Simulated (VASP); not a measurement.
# Tl (Im-3m) in VASP: a series of runs

The runs below take Tl through single point, with RPBE, PBE.

All numbers are computed with VASP 6.6.1; they aren't measurements. Logs are shortened: lines on timing, memory, paths and dates and some standing lists are left out, and cuts for length are marked.

## Step 1: Starting point

It takes space group Im-3m (No. 229, cubic). The conventional cell has a = 3.882 Å, b = 3.882 Å, c = 3.882 Å, α = 90.00°, β = 90.00°, γ = 90.00°. Tl (site symmetry m-3m) is surrounded by 8 Tl at 3.36 Å.

This isn't the form of Tl at room conditions, which is hcp.

## Step 2: Single point, RPBE

File INCAR:

```
ALGO     = Fast           # electronic algorithm
EDIFF    = 1E-6           # SCF threshold, eV
ENCUT    = 520            # plane-wave cutoff, eV
GGA      = RP             # functional
ISIF     = 2              # what is computed and relaxed
ISMEAR   = 0              # smearing method
LASPH    = T              # aspherical terms in the spheres
LCHARG   = F              # write CHGCAR
LREAL    = F              # projectors in reciprocal space
LWAVE    = F              # write WAVECAR
NBANDS   = 12             # bands
NELM     = 80             # most SCF steps
PREC     = Accurate       # precision mode
SIGMA    = 0.1            # smearing width, eV
```

File KPOINTS:

```
k-points
0
Gamma
  2 3 2
```

File POSCAR:

```
Tl
1.0
   -1.9410000000      1.9410000000      1.9410000000
    1.9410000000     -1.9410000000      1.9410000000
    1.9410000000      1.9410000000     -1.9410000000
Tl
1
Direct
    0.0000000000      0.0000000000      0.0000000000
```

Potentials or basis: VASP PAW PBE potentials, release 64 (Tl_d).

On the command line:

```
$ cat potpaw_PBE.64/Tl_d/POTCAR > POTCAR
$ mpirun -np 1 vasp_std > vasp.out
```

OUTCAR:

```text
EDIFF = 1E-6
   ENCUT = 520
   GGA = RP
   ISIF = 2
   ISMEAR = 0
   LASPH = T
   LREAL = F
   NELM = 80
   PREC = Accurate

 ion  position               nearest neighbor table
   1  0.000  0.000  0.000-

  LATTYP: Found a body centered cubic cell.
 ALAT       =     3.8820000000

  Lattice vectors:

 A1 = (  -1.9410000000,   1.9410000000,   1.9410000000)
 A2 = (   1.9410000000,  -1.9410000000,   1.9410000000)
 A3 = (   1.9410000000,   1.9410000000,  -1.9410000000)

Analysis of symmetry for initial positions (statically):
=====================================================================
 Subroutine PRICEL returns:
 Original cell was already a primitive cell.

 Routine SETGRP: Setting up the symmetry group for a
 body centered cubic supercell.

 Subroutine GETGRP returns: Found 48 space group operations
 (whereof 48 operations were pure point group operations)
 out of a pool of 48 trial point group operations.

The static configuration has the point symmetry O_h .

Analysis of symmetry for dynamics (positions and initial velocities):
=====================================================================
 Subroutine PRICEL returns:
 Original cell was already a primitive cell.

 Routine SETGRP: Setting up the symmetry group for a
 body centered cubic supercell.

 Subroutine GETGRP returns: Found 48 space group operations
 (whereof 48 operations were pure point group operations)
 out of a pool of 48 trial point group operations.

The dynamic configuration has the point symmetry O_h .

 Subroutine INISYM returns: Found 48 space group operations
 (whereof 48 operations are pure point group operations),
 and found     1 'primitive' translations

----------------------------------------------------------------------------------------

                                     Primitive cell

  volume of cell :      29.2507

  direct lattice vectors                    reciprocal lattice vectors
    -1.941000000  1.941000000  1.941000000     0.000000000  0.257599176  0.257599176
     1.941000000 -1.941000000  1.941000000     0.257599176  0.000000000  0.257599176
     1.941000000  1.941000000 -1.941000000     0.257599176  0.257599176  0.000000000

  length of vectors
     3.361910617  3.361910617  3.361910617     0.364300248  0.364300248  0.364300248

  position of ions in fractional coordinates (direct lattice)
     0.000000000  0.000000000  0.000000000

  ion indices of the primitive-cell ions
   primitive index   ion index
[... 84 lines left out ...]
   TEBEG  =    0.0;   TEEND  =   0.0 temperature during run
   PSTRESS=    0.0 pullay stress
   NELECT =      13.0000    total number of electrons
   NUPDOWN=      -1.0000    fix difference up-down
   EMIN   =  10.00;   EMAX   =-10.00  energy-range for DOS
   EFERMI =   0.00;   METHOD = LEGACY
   ISMEAR =     0;   SIGMA  =   0.10  broadening in eV -4-tet -1-fermi 0-gaus
   EFERMI_NEDOS =   21; number of points for ismear=-14 and -15
   IALGO  =     68    algorithm
   IMIX   =      4    mixing-type and parameters
     AMIX     =   0.40;   BMIX     =  1.00
     AMIX_MAG =   1.60;   BMIX_MAG =  1.00
  volume/ion in A,a.u.               =      29.25       197.39
  Fermi-wavevector in a.u.,A,eV,Ry     =   1.249330  2.360891 21.236311  1.560825
  Thomas-Fermi vector in A             =   2.383375
   LORBIT       =      0    0 simple, 1 ext, 2 COOP (PROOUT), +10 PAW based schemes
   GGA     = RP    functional components
   LHFCALC =     F    Hartree Fock is set to
   AEXX    =    0.0000 exact exchange contribution
   IVDW    =     0    specifies the selected vdW correction
   LEPSILON=     F    determine dielectric tensor
   LRPA    =     F    only Hartree local field effects (RPA)
 non-spin polarized calculation
 RMM-DIIS sequential band-by-band and
 Gauss-broadening in eV      SIGMA  =   0.10
  energy-cutoff  :      520.00
  volume of cell :       29.25
 maximum number of plane-waves:       798
 NGX is ok and might be reduce to    28
   NGX = 13   NGY = 13   NGZ = 13

 number of electron      13.0000002 magnetization

 Free energy of the ion-electron system (eV)
  ---------------------------------------------------
  ext. energy  EPLUGINS =         0.00000000
  ---------------------------------------------------
  free energy    TOTEN  =        -2.09038171 eV

  energy without entropy =       -2.07540158  energy(sigma->0) =       -2.08289165

 E-fermi :   5.6013     XC(G=0):  -9.9405

 val. band max:        5.5536106787   @ k =   0.5000   0.3333   0.0000
 cond. band min:       6.4845844851   @ k =   0.5000   0.3333   0.5000
 fundamental gap:      0.9309738064
 Fermi energy:         5.6013043063

 k-point     1 :       0.0000    0.0000    0.0000
  band No.  band energies     occupation
      1      -5.1576      2.00000
      2      -5.1576      2.00000
      3      -5.1576      2.00000
      4      -4.7522      2.00000
      5      -4.7522      2.00000
      6      -3.3746      2.00000
      7      17.1352      0.00000
      8      17.1352      0.00000
      9      17.1352      0.00000
     10      18.7728      0.00000
     11      18.7728      0.00000
     12      18.7728      0.00000
[... 46 lines left out ...]
 k-point     5 :       0.5000    0.3333    0.5000
  band No.  band energies     occupation
      1      -5.2643      2.00000
      2      -5.2195      2.00000
      3      -4.7613      2.00000
      4      -4.6724      2.00000
      5      -4.5317      2.00000
      6       3.3055      2.00000
      7       6.4846      0.00000
      8       8.7705      0.00000
      9       9.9069      0.00000
     10      14.2523      0.00000
     11      15.1154      0.00000
     12      23.3008      0.00000

------------------------ aborting loop because EDIFF is reached ----------------------------------------

  FORCE on cell =-STRESS in cart. coord.  units (eV):
  Direction    XX          YY          ZZ          XY          YZ          ZX
  --------------------------------------------------------------------------------------
  -------------------------------------------------------------------------------------
  Total        0.9844983      0.9844983      0.9844983      0.0000000      0.0000000      0.0000000
  in kB       53.9248516     53.9248516     53.9248516      0.0000000      0.0000000      0.0000000
  external PRESSURE =      53.9248516 kB  Pullay stress =       0.0000000 kB

 VOLUME and BASIS-vectors are now :
 -----------------------------------------------------------------------------
  energy-cutoff  :      520.00
  volume of cell :       29.25
      direct lattice vectors                 reciprocal lattice vectors
    -1.941000000  1.941000000  1.941000000     0.000000000  0.257599176  0.257599176
     1.941000000 -1.941000000  1.941000000     0.257599176  0.000000000  0.257599176
     1.941000000  1.941000000 -1.941000000     0.257599176  0.257599176  0.000000000

 POSITION                                       TOTAL-FORCE (eV/Angst)
 -----------------------------------------------------------------------------------
      0.00000      0.00000      0.00000         0.000000      0.000000      0.000000
 -----------------------------------------------------------------------------------
    total drift:                                0.000000      0.000000      0.000000

  FREE ENERGIE OF THE ION-ELECTRON SYSTEM (eV)
  ---------------------------------------------------
  free  energy   TOTEN  =        -2.0903817123 eV

  energy  without entropy=       -2.0754015810  energy(sigma->0) =       -2.08289165
```

It took 2.4 s on 1 thread of AMD EPYC 9R45 (Zen 5), shared host; peak memory 0.12 GiB.

Results:

| Quantity | Value |
| --- | --- |
| Free energy | -2.0904 eV |
| Pressure | 5.4 GPa |
| Band gap on the k mesh | none (metal or under the smearing width) |

Caveat: the k mesh is coarse (spacing up to 1.14 Å⁻¹), so the values aren't converged; the PAW data sets were made with another functional, which shifts forces and pressure a little. Spin-orbit coupling is left out, which matters for the levels of Tl.

## Step 3: Single point, PBE

File INCAR:

```
SYSTEM = Tl
ALGO     = Normal         ! electronic algorithm
EDIFF    = 1E-6           ! SCF threshold, eV
ENCUT    = 520            ! plane-wave cutoff, eV
GGA      = PE             ! functional
ISIF     = 2              ! what is computed and relaxed
ISMEAR   = 0              ! smearing method
LASPH    = .TRUE.         ! aspherical terms in the spheres
LCHARG   = .FALSE.        ! write CHGCAR
LREAL    = .FALSE.        ! projectors in reciprocal space
LWAVE    = .FALSE.        ! write WAVECAR
NBANDS   = 12             ! bands
NELM     = 100            ! most SCF steps
PREC     = Accurate       ! precision mode
SIGMA    = 0.1            ! smearing width, eV
```

File KPOINTS:

```
k-points
0
G
  6 6 6
  0 0 0
```

POSCAR is that of step 2.

Potentials or basis: VASP PAW PBE potentials, release 64 (Tl_d).

On the command line:

```
$ cat potpaw_PBE.64/Tl_d/POTCAR > POTCAR
$ mpirun -np 1 vasp_std > vasp.out
```

OUTCAR:

```text
SYSTEM = Tl
   EDIFF = 1E-6
   ENCUT = 520
   GGA = PE
   ISIF = 2
   ISMEAR = 0
   LASPH = .TRUE.
   LREAL = .FALSE.
   NELM = 100
   PREC = Accurate

 ion  position               nearest neighbor table
   1  0.000  0.000  0.000-

  LATTYP: Found a body centered cubic cell.
 ALAT       =     3.8820000000

  Lattice vectors:

 A1 = (  -1.9410000000,   1.9410000000,   1.9410000000)
[... 410 lines left out ...]
      9       7.7842      0.00000
     10      12.7838      0.00000
     11      12.7838      0.00000
     12      24.4716      0.00000

------------------------ aborting loop because EDIFF is reached ----------------------------------------

  FORCE on cell =-STRESS in cart. coord.  units (eV):
  Direction    XX          YY          ZZ          XY          YZ          ZX
  --------------------------------------------------------------------------------------
  -------------------------------------------------------------------------------------
  Total        0.4210816      0.4210816      0.4210816      0.0000000      0.0000000     -0.0000000
  in kB       23.0642989     23.0642989     23.0642989      0.0000000      0.0000000     -0.0000000
  external PRESSURE =      23.0642989 kB  Pullay stress =       0.0000000 kB

 VOLUME and BASIS-vectors are now :
 -----------------------------------------------------------------------------
  energy-cutoff  :      520.00
  volume of cell :       29.25
      direct lattice vectors                 reciprocal lattice vectors
    -1.941000000  1.941000000  1.941000000     0.000000000  0.257599176  0.257599176
     1.941000000 -1.941000000  1.941000000     0.257599176  0.000000000  0.257599176
     1.941000000  1.941000000 -1.941000000     0.257599176  0.257599176  0.000000000

 POSITION                                       TOTAL-FORCE (eV/Angst)
 -----------------------------------------------------------------------------------
      0.00000      0.00000      0.00000         0.000000      0.000000      0.000000
 -----------------------------------------------------------------------------------
    total drift:                               -0.000000      0.000000      0.000000

  FREE ENERGIE OF THE ION-ELECTRON SYSTEM (eV)
  ---------------------------------------------------
  free  energy   TOTEN  =        -2.1982196835 eV

  energy  without entropy=       -2.1914711774  energy(sigma->0) =       -2.19484543
```

It took 4.1 s on 1 thread of AMD EPYC 9R45 (Zen 5), shared host; peak memory 0.12 GiB.

Results:

| Quantity | Value |
| --- | --- |
| Free energy | -2.1982 eV |
| Pressure | 2.3 GPa |
| Band gap on the k mesh | none (metal or under the smearing width) |

Levels at points of the mesh, in eV from the Fermi level:
```tsv
k point	band 4	band 5	band 6	band 7	band 8	band 9
(0.00, 0.00, 0.00)	-11.06	-11.06	-9.72	10.78	10.78	10.78
(0.50, 0.00, 0.00)	-11.06	-10.79	-4.85	-2.47	5.92	7.27
(0.50, 0.50, 0.50)	-10.86	-10.86	-1.53	1.62	1.62	1.62
```

Caveat: the k mesh is coarse (spacing up to 0.38 Å⁻¹), so the values aren't converged. Spin-orbit coupling is left out, which matters for the levels of Tl.
